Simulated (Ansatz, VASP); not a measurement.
# Sn in VASP and in Ansatz

File INCAR:

```
SYSTEM = Sn
PREC = Accurate
ENCUT = 520
EDIFF = 1E-6
ISMEAR = 0
SIGMA = 0.025
LREAL = .FALSE.
LASPH = .TRUE.
NELM = 60
ALGO = Normal
ISIF = 2
LWAVE = .FALSE.
LCHARG = .FALSE.
GGA = PE
NBANDS = 21
```

File KPOINTS:

```
Automatic mesh
0
G
  7 7 7
  0 0 0
```

The input POSCAR:

```
Sn
1.0
    0.0000000000      3.2333428000      3.2333428000
    3.2333428000      0.0000000000      3.2333428000
    3.2333428000      3.2333428000      0.0000000000
Sn
2
Direct
    0.7500000000      0.7500000000      0.7500000000
    0.5000000000      0.5000000000      0.5000000000
```

input.yaml

```yaml
crystal:
  lattice:
    - [0.0, 3.2333428, 3.2333428]
    - [3.2333428, 0.0, 3.2333428]
    - [3.2333428, 3.2333428, 0.0]
  atoms:
    - { symbol: Sn, position: [0.75, 0.75, 0.75] }
    - { symbol: Sn, position: [0.5, 0.5, 0.5] }
kpoints:
  mp_grid: { grid: [7, 7, 7] }
scf:
  occupations: { method: gaussian, width: 0.025 }
hamiltonian:
  xc: pbe
  pseudopotentials: { kind: all_electron, lapw: { basis_error: 0.001 } }
output:
  forces: true
  stress: true
  eigenvalues: true
```

This isn't the form of Sn at room conditions, which is tetragonal (white tin).

Alike in both runs: task single point; functional PBE; k mesh 7 × 7 × 7; occupations gaussian, width 0.025 eV; no spin polarisation.

|  | VASP | Ansatz |
| --- | --- | --- |
| version | VASP 6.6.1 | Ansatz 0.2.0 |
| potentials or method | VASP PAW PBE potentials, release 64 (Sn_d) | all-electron LAPW, scalar-relativistic |
| plane-wave cutoff (eV) | 520 | see its input |

```tsv
	VASP	Ansatz	Ansatz less VASP
gap on the k mesh at the Fermi level (eV)	none	none	-
pressure (GPa)	3.8	3.8	+0.05
```

A gap of «none» marks a metal or a gap that the smearing closes. Ansatz ran all-electron here, so the differences hold the error of VASP's frozen core and of both bases.
